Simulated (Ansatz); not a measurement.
RbBr in the zincblende structure, relaxed with r2SCAN, was run in the plane-wave code Ansatz under altered settings. All numbers are computed, without spin polarisation but where a row says otherwise.

```
Rb Br
1.0
     0.00000    3.86950    3.86950
     3.86950    0.00000    3.86950
     3.86950    3.86950    0.00000
Rb Br
1 1
Direct
  0.00000 0.00000 0.00000
  0.25000 0.25000 0.25000
```

The base run's other keys:
```yaml
kpoints:
  mp_grid: { grid: [4, 4, 4] }
hamiltonian:
  xc: hse06
scf:
  occupations: { method: fixed }
  n_extra_bands: 4
```

It takes 10 iterations with 2229 plane waves at 420 eV and 8 k points, and leaves a mean stress of +0.07 GPa. The gap over this mesh is 5.172 eV. It ran on 4 threads of Arm Neoverse V1 (shared host).

Outcomes, with energy and stress as changes against the base:
```tsv
setting	outcome	ΔF (meV/atom)	Δ mean stress (GPa)	gap on the mesh (eV)	iterations	wall time
PBE hybrid, exx coeff 1.5, unscreened	refused	–	–	–	–	0.02 s
PBE hybrid, exx coeff 0.75, unscreened	converged	–	-0.2	9.707	15	14 s
hamiltonian.xc: hf	converged	–	+0.9	10.949	20	16 s
scf.exx.max_outer_iter: 2	converged	0.0	0.0	5.172	13	9.7 s
scf.convergence.dr2_threshold: 1.0	converged, warned	0.0	0.0	5.172	13	9.3 s
scf.occupations: gaussian 4	not converged	–	–	–	20	11 s
```
A dash marks a value that wasn't obtained or can't be compared. Stress is positive in compression. The base took 11 s.

- PBE hybrid, exx coeff 1.5, unscreened. The program doesn't start. Error: invalid value for `hamiltonian.xc.exx.coeff`: must be finite and in (0, 1]; got 1.5
- PBE hybrid, exx coeff 0.75, unscreened. That is 75 % exact exchange, at all ranges, against HSE06's 25 % screened at 0.208 1/Å. The mean stress moves by -0.2 GPa and the gap on the mesh by +4.535 eV (to 9.707). Totals of different functionals aren't comparable.
- hamiltonian.xc: hf. The mean stress moves by +0.9 GPa and the gap on the mesh by +5.777 eV (to 10.949). It's another functional on the same cell, so totals aren't comparable.
- scf.convergence.dr2_threshold: 1.0. It converges in 13 iterations against the base's 10. Even so loose a threshold leaves the results unchanged here, which can't be counted on. Warned: force scf threshold loose.
- scf.occupations: gaussian 4. The iterations end on a state that fails one of the program's checks, so there is no result. Error: refused after 3 iterations: little_group_invariance = 1.42e-2 (threshold 2.00e-3); the state that met every other criterion of the hybrid outer loop has lost the crystal's symmetry and is not regaining it fast enough for `scf.exx.max_outer_iter` (outer cycles, not inner-SCF steps) […]

Within 1 meV an atom, 0.1 GPa and 0.005 eV of the base stay: scf.exx.max_outer_iter: 2; scf.convergence.dr2_threshold: 1.0.

The runs are scalar-relativistic, without spin-orbit coupling.

The meshes of the hybrids are coarse, so their gaps aren't converged to the digits shown.
